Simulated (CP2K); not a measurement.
Runs of CP2K 2026.2 on Al2O3. Symmetry: P-3m1, No. 164, trigonal system. Conventional cell: a = 3.017 Å, b = 3.017 Å, c = 7.575 Å, α = 90.00°, β = 90.00°, γ = 120.00°. Around Al (site symmetry 3m) lie 4 O at 1.68 to 1.84 Å. Around O (site symmetry -3m) lie 2 Al at 1.68 Å. O (site symmetry 3m) is surrounded by 3 Al at 1.84 Å. Measurements of this composition are mostly on another form, of space group No. 167.

```csv
level,potentials or basis,smearing,points a segment of the path (NPOINTS),bands added on the path,CUTOFF of the grids,gap on the mesh (eV),pressure (GPa),largest force (eV/Å)
TB-mBJ,"POTENTIAL_UZH Al GTH-PBE-q3, O GTH-PBE-q6; TZVP-MOLOPT-PBE-GTH basis",fermi-dirac 0.0259 eV,10,4,850 Ry,3.05,-,-
LDA,"GTH_POTENTIALS Al GTH-PADE-q3, O GTH-PADE-q6; TZVP-MOLOPT-PBE-GTH basis",fermi-dirac 0.0259 eV,10,4,600 Ry,2.14,-9.4,0.44
PBEsol,"POTENTIAL_UZH Al GTH-PBE-q3, O GTH-PBE-q6; TZVP-MOLOPT-PBE-GTH basis",fermi-dirac 0.01 eV,8,6,600 Ry,2.12,(a),0.14
r2SCAN,"POTENTIAL_UZH Al GTH-SCAN-q3, O GTH-SCAN-q6; TZVP-MOLOPT-SCAN-GTH basis",fermi-dirac 0.1 eV,10,4,850 Ry,2.93,(c),(b)
```

Alike in all rows: task band structure; no spin polarisation; cell as given; k mesh 10 × 10 × 4.

**Question.** Fill in the values left out.

**Answer.** (a) -2.3; (b) 0.48; (c) -7.7.

Caveats: the basis of atomic orbitals isn't converged, which shifts pressures, moduli and gaps; the potentials were made for another functional, which shifts forces and pressure (some runs); this is a model potential without an energy functional, so only levels have meaning (some runs).

